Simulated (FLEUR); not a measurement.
Crystal: InSe.

```
In Se
1.0
     2.00000    1.15470    8.44000
    -2.00000    1.15470    8.44000
     0.00000   -2.30940    8.44000
In Se
2 2
Direct
  0.88860 0.88860 0.88860
  0.00000 0.00000 0.00000
  0.17190 0.17190 0.17190
  0.38350 0.38350 0.38350
```

Base run:

```yaml
Program: FLEUR MaX-R8.1 (later development tree)
Functional: r2SCAN
Potentials_or_basis: all-electron
Basis: FLAPW
Kmax: 4.38 1/bohr
k_mesh: 8 × 8 × 8
Occupations: fermi-dirac, width 0.05 eV
Spin: no spin polarisation
```

Its results: band gap on the k mesh 0.85 eV, direct.

Question: The run is repeated on the same cell with these changes: functional from r2SCAN to LDA. What comes out?

Answer: Band gap on the k mesh 0.22 eV, direct.

r2SCAN gives the wider gap, since meta-GGAs in the generalised Kohn-Sham scheme recover part of the derivative discontinuity.

Caveats: spin-orbit coupling is left out, which moves the levels of the heavy elements; the meta-GGA is that of a development version, with a GGA for the radial functions and cores and without core tails (some runs).

Not every run made on this cell is shown here.
